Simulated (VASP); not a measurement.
# AgI (F-43m) in VASP: notebook

The runs below take AgI through single point, with PBE.

Program: VASP 6.6.1. These are calculated values, not measurements. Logs are shortened: lines on timing, memory, paths and dates and some standing lists are left out, and cuts for length are marked.

## 1. The structure

The structure is cubic, space group F-43m (No. 216). Conventional cell: a = 6.473 Å, b = 6.473 Å, c = 6.473 Å, α = 90.00°, β = 90.00°, γ = 90.00°. Around Ag (site symmetry -43m) lie 4 I at 2.80 Å. I (site symmetry -43m) is surrounded by 4 Ag at 2.80 Å.

Measurements of this composition are mostly on another form, of space group No. 229.

## 2. Single point, PBE

INCAR reads:

```
ALGO = Fast
EDIFF = 1E-6
ENCUT = 520
GGA = PE
ISIF = 2
ISMEAR = -1
LASPH = T
LCHARG = F
LREAL = F
LWAVE = F
NBANDS = 16
NELM = 80
PREC = Accurate
SIGMA = 0.03
```

KPOINTS reads:

```
k-points
0
Gamma
  7 7 7
```

POSCAR reads:

```
AgI
1.0
    0.0000000000      3.2365000000      3.2365000000
    3.2365000000      0.0000000000      3.2365000000
    3.2365000000      3.2365000000      0.0000000000
Ag I
1 1
Direct
    0.0000000000      0.0000000000      0.0000000000
    0.7500000000      0.7500000000      0.7500000000
```

Potentials or basis: VASP PAW PBE potentials, release 64 (Ag, I).

Started as:

```bash
$ cat potpaw_PBE.64/Ag/POTCAR potpaw_PBE.64/I/POTCAR > POTCAR
$ mpirun -np 1 vasp_std > vasp.out
```

OUTCAR:

```text
EDIFF = 1E-6
   ENCUT = 520
   GGA = PE
   ISIF = 2
   ISMEAR = -1
   LASPH = T
   LREAL = F
   NELM = 80
   PREC = Accurate

 ion  position               nearest neighbor table
   1  0.000  0.000  0.000-   2 2.80   2 2.80   2 2.80   2 2.80
   2  0.750  0.750  0.750-   1 2.80   1 2.80   1 2.80   1 2.80

  LATTYP: Found a face centered cubic cell.
 ALAT       =     6.4730000000

  Lattice vectors:

 A1 = (   0.0000000000,   3.2365000000,   3.2365000000)
 A2 = (   3.2365000000,   0.0000000000,   3.2365000000)
 A3 = (   3.2365000000,   3.2365000000,   0.0000000000)

Analysis of symmetry for initial positions (statically):
=====================================================================
 Subroutine PRICEL returns:
 Original cell was already a primitive cell.

 Routine SETGRP: Setting up the symmetry group for a
 face centered cubic supercell.

 Subroutine GETGRP returns: Found 24 space group operations
 (whereof 24 operations were pure point group operations)
 out of a pool of 48 trial point group operations.

The static configuration has the point symmetry T_d .

Analysis of symmetry for dynamics (positions and initial velocities):
=====================================================================
 Subroutine PRICEL returns:
 Original cell was already a primitive cell.

 Routine SETGRP: Setting up the symmetry group for a
 face centered cubic supercell.

 Subroutine GETGRP returns: Found 24 space group operations
 (whereof 24 operations were pure point group operations)
 out of a pool of 48 trial point group operations.

The dynamic configuration has the point symmetry T_d .

 Subroutine INISYM returns: Found 24 space group operations
 (whereof 24 operations are pure point group operations),
 and found     1 'primitive' translations

----------------------------------------------------------------------------------------

                                     Primitive cell

  volume of cell :      67.8042

  direct lattice vectors                    reciprocal lattice vectors
     0.000000000  3.236500000  3.236500000    -0.154487873  0.154487873  0.154487873
     3.236500000  0.000000000  3.236500000     0.154487873 -0.154487873  0.154487873
     3.236500000  3.236500000  0.000000000     0.154487873  0.154487873 -0.154487873

  length of vectors
     4.577102195  4.577102195  4.577102195     0.267580845  0.267580845  0.267580845

[... 74 lines left out ...]
   NELM   =     80;   NELMIN=  2; NELMDL= -5     # of ELM steps
   EDIFF  = 0.1E-05   stopping-criterion for ELM
   LREAL  =      F    real-space projection
   EDIFFG = 0.1E-04   stopping-criterion for IOM
   NSW    =      0    number of steps for IOM
   IBRION =     -1    ionic relax: 0-MD 1-quasi-New 2-CG
   NFREE  =      0    steps in history (QN), initial steepest desc. (CG)
   ISIF   =      2    stress and relaxation
   ISYM   =      2    0-nonsym 1-usesym 2-fastsym
   POTIM  = 0.5000    time-step for ionic-motion
   TEBEG  =    0.0;   TEEND  =   0.0 temperature during run
   PSTRESS=    0.0 pullay stress
   NELECT =      18.0000    total number of electrons
   NUPDOWN=      -1.0000    fix difference up-down
   EMIN   =  10.00;   EMAX   =-10.00  energy-range for DOS
   EFERMI =   0.00;   METHOD = LEGACY
   ISMEAR =    -1;   SIGMA  =   0.03  broadening in eV -4-tet -1-fermi 0-gaus
   EFERMI_NEDOS =   21; number of points for ismear=-14 and -15
   IALGO  =     68    algorithm
   IMIX   =      4    mixing-type and parameters
     AMIX     =   0.40;   BMIX     =  1.00
     AMIX_MAG =   1.60;   BMIX_MAG =  1.00
  volume/ion in A,a.u.               =      33.90       228.78
  Fermi-wavevector in a.u.,A,eV,Ry     =   1.052156  1.988286 15.062083  1.107032
  Thomas-Fermi vector in A             =   2.187227
   LORBIT       =      0    0 simple, 1 ext, 2 COOP (PROOUT), +10 PAW based schemes
   GGA     = PE    functional components
   LHFCALC =     F    Hartree Fock is set to
   AEXX    =    0.0000 exact exchange contribution
   IVDW    =     0    specifies the selected vdW correction
   LEPSILON=     F    determine dielectric tensor
   LRPA    =     F    only Hartree local field effects (RPA)
 non-spin polarized calculation
 RMM-DIIS sequential band-by-band and
  energy-cutoff  :      520.00
  volume of cell :       67.80
 maximum number of plane-waves:      1841
 NGX is ok and might be reduce to    36
   NGX = 17   NGY = 17   NGZ = 17

 number of electron      17.9999998 magnetization

 Free energy of the ion-electron system (eV)
  ---------------------------------------------------
  ext. energy  EPLUGINS =         0.00000000
  ---------------------------------------------------
  free energy    TOTEN  =        -4.76081864 eV

  energy without entropy =       -4.76081864  energy(sigma->0) =       -4.76081864

 E-fermi :   3.8330     XC(G=0):  -8.4756

 val. band max:        3.2450639950   @ k =   0.0000   0.0000   0.0000
 cond. band min:       4.5873925343   @ k =   0.0000   0.0000   0.0000
 fundamental gap:      1.3423285393
 Fermi energy:         3.8329761926

 k-point     1 :       0.0000    0.0000    0.0000
  band No.  band energies     occupation
      1      -9.6161      2.00000
      2      -1.0350      2.00000
      3      -1.0350      2.00000
      4      -1.0350      2.00000
      5       0.1280      2.00000
      6       0.1280      2.00000
[... 357 lines left out ...]
      3      -0.7395      2.00000
      4      -0.5268      2.00000
      5       0.0615      2.00000
      6       0.2539      2.00000
[... 8 lines left out ...]
     15      13.9634      0.00000
     16      15.6826      0.00000

------------------------ aborting loop because EDIFF is reached ----------------------------------------

  FORCE on cell =-STRESS in cart. coord.  units (eV):
  Direction    XX          YY          ZZ          XY          YZ          ZX
  --------------------------------------------------------------------------------------
  -------------------------------------------------------------------------------------
  Total        0.9242132      0.9242132      0.9242132      0.0000000      0.0000000     -0.0000000
  in kB       21.8386567     21.8386567     21.8386567      0.0000000      0.0000000     -0.0000000
  external PRESSURE =      21.8386567 kB  Pullay stress =       0.0000000 kB

 VOLUME and BASIS-vectors are now :
 -----------------------------------------------------------------------------
  energy-cutoff  :      520.00
  volume of cell :       67.80
      direct lattice vectors                 reciprocal lattice vectors
     0.000000000  3.236500000  3.236500000    -0.154487873  0.154487873  0.154487873
     3.236500000  0.000000000  3.236500000     0.154487873 -0.154487873  0.154487873
     3.236500000  3.236500000  0.000000000     0.154487873  0.154487873 -0.154487873

 POSITION                                       TOTAL-FORCE (eV/Angst)
 -----------------------------------------------------------------------------------
      0.00000      0.00000      0.00000        -0.000000     -0.000000     -0.000000
      4.85475      4.85475      4.85475         0.000000      0.000000      0.000000
 -----------------------------------------------------------------------------------
    total drift:                               -0.000000     -0.000000     -0.000000

  FREE ENERGIE OF THE ION-ELECTRON SYSTEM (eV)
  ---------------------------------------------------
  free  energy   TOTEN  =        -4.7608186383 eV

  energy  without entropy=       -4.7608186383  energy(sigma->0) =       -4.76081864
```

OSZICAR:

```text
N       E                     dE             d eps       ncg     rms          rms(c)
DAV:   1     0.891993587893E+02    0.89199E+02   -0.79050E+03   672   0.950E+02
DAV:   2    -0.158635917519E+01   -0.90786E+02   -0.84231E+02   784   0.194E+02
DAV:   3    -0.480275832307E+01   -0.32164E+01   -0.32083E+01   800   0.375E+01
DAV:   4    -0.485132419137E+01   -0.48566E-01   -0.48564E-01   984   0.436E+00
DAV:   5    -0.485143809289E+01   -0.11390E-03   -0.11390E-03   824   0.207E-01    0.537E+00
RMM:   6    -0.476309808284E+01    0.88340E-01   -0.26118E-01   643   0.342E+00    0.393E+00
RMM:   7    -0.476036348442E+01    0.27346E-02   -0.18234E-02   668   0.711E-01    0.175E+00
RMM:   8    -0.476058000079E+01   -0.21652E-03   -0.32489E-03   684   0.382E-01    0.115E-01
RMM:   9    -0.476075216491E+01   -0.17216E-03   -0.41845E-04   724   0.148E-01    0.453E-02
RMM:  10    -0.476081928741E+01   -0.67122E-04   -0.98463E-05   732   0.702E-02    0.291E-02
RMM:  11    -0.476081842258E+01    0.86483E-06   -0.17493E-05   749   0.317E-02    0.125E-02
RMM:  12    -0.476081863832E+01   -0.21574E-06   -0.33532E-06   663   0.140E-02
   1 F= -.47608186E+01 E0= -.47608186E+01  d E =-.352855E-10
```

Wall time 23 s (1 thread of Intel Xeon Platinum 8488C (Sapphire Rapids), shared host); peak memory 0.2 GiB.

What came out:

* Free energy: -4.7608 eV
* Pressure: 2.2 GPa
* Band gap on the k mesh: 1.34 eV, direct

Levels at points of the mesh, in eV from the valence-band top:
```csv
k point,band 5,band 6,band 7,band 8,band 9,band 10,band 11,band 12,band 13,band 14
"(0.00, 0.00, 0.00)",-3.12,-3.12,0.00,0.00,0.00,1.34,5.73,5.73,5.73,8.94
```

Caveat: spin-orbit coupling is left out, which moves the levels of the heavy elements.

## 3. Single point, PBE (volume scaled by 0.98)

INCAR reads:

```
PREC = Accurate
ENCUT = 520
EDIFF = 1E-6
ISMEAR = -1
SIGMA = 0.03
LREAL = F
LASPH = T
NELM = 100
ALGO = Normal
ISIF = 2
LWAVE = F
LCHARG = F
GGA = PE
NBANDS = 16
```

KPOINTS reads:

```
Automatic mesh
0
Gamma
  7 7 7
```

POSCAR reads:

```
AgI
1.0
    0.0000000000      3.2147778690      3.2147778690
    3.2147778690      0.0000000000      3.2147778690
    3.2147778690      3.2147778690      0.0000000000
Ag I
1 1
Direct
    0.0000000000      0.0000000000      0.0000000000
    0.7500000000      0.7500000000      0.7500000000
```

Potentials or basis: VASP PAW PBE potentials, release 64 (Ag, I).

Started as:

```bash
$ cat potpaw_PBE.64/Ag/POTCAR potpaw_PBE.64/I/POTCAR > POTCAR
$ mpirun -np 1 vasp_std > vasp.out
```

Wall time 24 s (1 thread of Intel Xeon Platinum 8488C (Sapphire Rapids), shared host); peak memory 0.21 GiB.

The run converged. Its results:

* Free energy: -4.7390 eV
* Pressure: 3.0 GPa
* Band gap on the k mesh: 1.34 eV, direct

Levels at points of the mesh, in eV from the valence-band top:
| k point | band 5 | band 6 | band 7 | band 8 | band 9 | band 10 | band 11 | band 12 | band 13 | band 14 |
| --- | --- | --- | --- | --- | --- | --- | --- | --- | --- | --- |
| (0.00, 0.00, 0.00) | -3.21 | -3.21 | 0.00 | 0.00 | 0.00 | 1.34 | 5.70 | 5.70 | 5.70 | 8.96 |

Caveat: spin-orbit coupling is left out, which moves the levels of the heavy elements.
